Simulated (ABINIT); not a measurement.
Crystal: FeO (Wuestite).

```
CELL_PARAMETERS angstrom
0.00000 2.15540 2.15540
2.15540 0.00000 2.15540
2.15540 2.15540 0.00000
ATOMIC_POSITIONS crystal
Fe 0.00000 0.00000 0.00000
O 0.50000 0.50000 0.50000
```

Base run:

* Program: ABINIT 10.8.3 (patched build)
* Functional: PBE
* Potentials or basis: JTH PAW PBE v2.0
* Cutoff: 844 eV
* k mesh: 11 × 11 × 11
* Occupations: fermi-dirac, width 0.05 eV
* Spin: collinear spin, ferromagnetic start
* Starting moments: [3.0, 0.0] μB

Its results: band gap on the k mesh none (metal or under the smearing width); pressure -1.1 GPa; net moment 4.00 μB per cell; site moments Fe +3.59; O +0.28 μB.

**Question.** The run is repeated on the same cell with these changes: functional from PBE to PBEsol. What comes out?

**Answer.** Band gap on the k mesh none (metal or under the smearing width); pressure -9.2 GPa; net moment 4.00 μB per cell; site moments Fe +3.58; O +0.29 μB.

PBEsol binds more tightly than PBE, so the same cell stands under less pressure.

Caveats: a cell with one magnetic atom can't hold antiferromagnetic order, which such compounds often take; semilocal functionals often make such compounds metallic where correlation or magnetic order opens a gap, which also shifts bond lengths; the PAW data sets were made with another functional, which shifts forces and pressure a little (some runs).
